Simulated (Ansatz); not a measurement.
**What spin–orbit coupling does to the bands of MoP**

```
CELL_PARAMETERS angstrom
3.23476 0.00000 0.00000
-1.61738 2.80138 0.00000
0.00000 0.00000 3.18228
ATOMIC_POSITIONS crystal
Mo 0.00000 0.00000 0.00000
P 0.33333 0.66667 0.50000
```

Atoms are numbered in the order listed.

The cell is the one relaxed in the Materials Project (mp-219), not relaxed further here; entries there can be hypothetical.

Spin polarisation is left out, and whether a magnetic state lies lower isn't shown here.

Levels of theory: DFT, PBE, all-electron LAPW, scalar-relativistic (Ansatz 0.2.0); DFT, PBE, all-electron LAPW, Dirac equation with spin-orbit coupling (Ansatz 0.2.0).

Sampling and basis: a Γ-centred 12×12×10 k mesh, Fermi–Dirac smearing of 0.03 eV, basis error target 1 meV/atom, no spin polarisation.

Levels between -6 and 2 eV, each run counted from its own valence-band top where it has a gap, else its Fermi level. Scalar levels are listed once for both spins; with the coupling every spinor state is counted. Levels near the edges of the range can cross them.

(1) At Γ (0.000, 0.000, 0.000) the scalar-relativistic levels are -4.14, -3.33 (×2), -0.64, 0.28 (×2). What are they with spin–orbit coupling?

(2) At H (0.333, 0.333, 0.500) the scalar-relativistic levels are -5.70, -3.21, -1.29, 1.55. What are they with spin–orbit coupling?

(3) At M (0.500, 0.000, 0.000) the scalar-relativistic levels are -3.86, -3.70, -1.31, -0.40, 1.68. What are they with spin–orbit coupling?

## Answers

(1) -4.15 (×2), -3.37 (×2), -3.30 (×2), -0.65 (×2), 0.23 (×2), 0.33 (×2).

(2) -5.76, -5.67, -3.23, -3.21, -1.32, -1.27, 1.54, 1.55.

(3) -3.87 (×2), -3.71 (×2), -1.32 (×2), -0.41 (×2), 1.67 (×2).
